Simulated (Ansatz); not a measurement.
How much do the gradients of GeS depend on the method?

Cell: a computed structure from the Materials Project (it need not be an observed phase) whose atoms were relaxed with PBE, the cell held.

```cif
data_GeS
_symmetry_space_group_name_H-M 'Pnma'
_symmetry_Int_Tables_number 62
_cell_length_a 10.7808
_cell_length_b 3.6031
_cell_length_c 4.5231
_cell_angle_alpha 90.000
_cell_angle_beta 90.000
_cell_angle_gamma 90.000
loop_
_atom_site_label
_atom_site_type_symbol
_atom_site_symmetry_multiplicity
_atom_site_Wyckoff_symbol
_atom_site_fract_x
_atom_site_fract_y
_atom_site_fract_z
Ge Ge 4 c 0.8745 0.2500 0.3582
S S 4 c 0.6532 0.2500 0.4990
```

One atom of each set is listed.

First run. Method: Kohn–Sham DFT in Ansatz, PBE, plane waves and PAW, scalar-relativistic, 420 eV cutoff, Γ-centred 3×9×7 k-points, Fermi–Dirac smearing 0.01 eV.

```
site  V_zz (10²¹ V/m²)     η
  Ge             -7.84  0.30
   S             -5.97  0.15
```

Second run. The same atoms and settings, except that the functional is r2SCAN and the cutoff is 500 eV.

Problem. Given the first result, estimate the second.

Solution. 

```tsv
site	V_zz	η	change of V_zz
Ge	-8.89	0.28	-1.05
S	-6.31	0.15	-0.34
```

The largest change of V_zz is on Ge, from -7.84 to -8.89. In per cent, |V_zz| changes by +13 on Ge, +6 on S (all sites that start above 0.5).

For the second run: The largest force is 0.3 eV/Å, so the atoms aren't at the calculated equilibrium and relaxing them would move these values.
